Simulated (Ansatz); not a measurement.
**V: other elements on the same sites**

One table from this session's results is given with a row withheld; the runs are named, their logs left out.

Computed with Ansatz 0.2.0 (DFT PBE, scalar-relativistic, plane waves, PAW, unless a step's input says otherwise).

1 further run of the same task is left out (set aside as unsound or not needed). Runs told in other sessions of the task aren't counted.

### The system as given

Symmetry: Im-3m, No. 229, cubic system. Conventional cell: a = 2.997 Å, b = 2.997 Å, c = 2.997 Å, α = 90.00°, β = 90.00°, γ = 90.00°. V (site symmetry m-3m) has 8 V at 2.60 Å in its first shell of neighbours.

Structure file:

```
V
1.0
    -1.49859    1.49859    1.49859
     1.49859   -1.49859    1.49859
     1.49859    1.49859   -1.49859
V
1
Direct
  0.00000 0.00000 0.00000
```

It is the result of an earlier relaxation at this level (volume 13.46 Å³/atom; gap on the mesh: none (metal)).

Set-up of the first run:

The input, input.yaml:

```yaml
crystal:
  lattice:
    - [-1.4240305369, 1.4240305369, 1.4240305369]
    - [1.4240305369, -1.4240305369, 1.4240305369]
    - [1.4240305369, 1.4240305369, -1.4240305369]
  atoms:
    - { symbol: In, position: [0.0, 0.0, 0.0] }
basis:
  ecutwfc: 420
kpoints:
  mp_grid: { grid: [8, 8, 8] }
hamiltonian:
  xc: pbe
scf:
  occupations: { method: gaussian, width: 0.1 }
output:
  forces: true
  stress: true
  eigenvalues: true
```

The run is started by

```console
$ ansatz run input.yaml --threads 1 --pin off --max-ram 2560MiB --backend cpu --events-out ev --progress --plain --runs-dir out
```

Among the steps run: A first look at the start (In); Coarse relaxation (In); Relaxing cell and atoms (In); Quick check of gap, pressure and forces (Nb); Rough relaxation on the coarse mesh (Nb); Full relaxation (Nb).

One of the session's tables, all rows but one given; the rest of the session is left out.

It belongs to the step «The crystals compared». Lengths are those of the vectors of the cell that was run:

| swap | volume (Å³/atom) | a (Å) | b (Å) | c (Å) |
| --- | --- | --- | --- | --- |
| none | 13.46 | 2.596 | 2.596 | 2.596 |
| V → Ga | 19.17 | 2.920 | 2.920 | 2.920 |
| V → Cr | ? | ? | ? | ? |
| V → In | 27.83 | 3.307 | 3.307 | 3.307 |
| V → Nb | 18.15 | 2.868 | 2.868 | 2.868 |

Q: Estimate the row for V → Cr from the others.

The run gave: volume (Å³/atom): 11.55; a (Å): 2.466; b (Å): 2.466; c (Å): 2.466. In the column «volume (Å³/atom)» it is the lowest.

Lengths are those of the computed cell. Rows of earlier swaps come from the sessions before.
